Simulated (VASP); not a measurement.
A run of VASP 6.6.1:

INCAR

```
SYSTEM = Nb
PREC = Accurate
ENCUT = 520
EDIFF = 1E-7
ISMEAR = 1
SIGMA = 0.2
LREAL = .False.
LASPH = .True.
NELM = 60
ALGO = Normal
ISIF = 2
LWAVE = .False.
LCHARG = .False.
METAGGA = SCAN
LMIXTAU = .True.
IVDW = 202
ICORELEVEL = 1
```

The input KPOINTS:

```
regular mesh
0
Gamma
  11 11 11
  0 0 0
```

File POSCAR:

```
Nb
1.0
    0.0157410000      2.1269750000      2.0968540000
    2.1048390000      0.0251600000      2.0874340000
    2.1443850000      2.1571020000     -0.0143860000
Nb
1
Direct
   -0.0007130000     -0.0096250000      0.0088450000
```

Potentials or basis: VASP PAW PBE potentials, release 64 (Nb_sv).

The run is started by

```console
$ cat potpaw_PBE.64/Nb_sv/POTCAR > POTCAR
$ mpirun -np 1 vasp_std > vasp.out
```

Hardware: 1 thread of Intel(R) Xeon(R) 6975P-C (Granite Rapids) (shared host).

Problem. How long does it take, and how much memory?

Solution. It took 4.8 min on 1 thread of Intel(R) Xeon(R) 6975P-C (Granite Rapids), on a shared host, peak memory 0.26 GiB. Counts: scf iterations 27, k points 666.
